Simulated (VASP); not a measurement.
A run of VASP 6.6.1 is set up as follows.

File INCAR:

```
PREC = Accurate ; ENCUT = 520
EDIFF = 1E-6 ; ISMEAR = 0
SIGMA = 0.1 ; LREAL = F
LASPH = T ; NELM = 100
ALGO = Normal ; ISIF = 2
LWAVE = F ; LCHARG = T
GGA = PS ; LELF = T
LVHAR = T ; NBANDS = 10
```

File KPOINTS:

```
Automatic mesh
0
Gamma
  8 8 8
```

Contents of POSCAR:

```
Os
1.0
    0.0000000000     -1.9450000000     -1.9450000000
    1.9450000000      0.0000000000     -1.9450000000
    1.9450000000     -1.9450000000      0.0000000000
Os
1
Direct
    0.0000000000      0.0000000000      0.0000000000
```

Potentials or basis: VASP PAW PBE potentials, release 64 (Os).

Command:

```bash
$ cat potpaw_PBE.64/Os/POTCAR > POTCAR
$ mpirun -np 1 vasp_std > vasp.out
```

Question: Estimate the pressure.

Answer: -20.3 GPa.

Question: What does it give for the band gap on the k mesh?

Answer: None (metal or under the smearing width).

Caveat: so large a pressure means that the cell lies far from this level's equilibrium, or that cutoff or potentials fall short; the potentials were made for another functional, which shifts forces and pressure. The run has no spin-orbit coupling, so splittings on Os are missing.
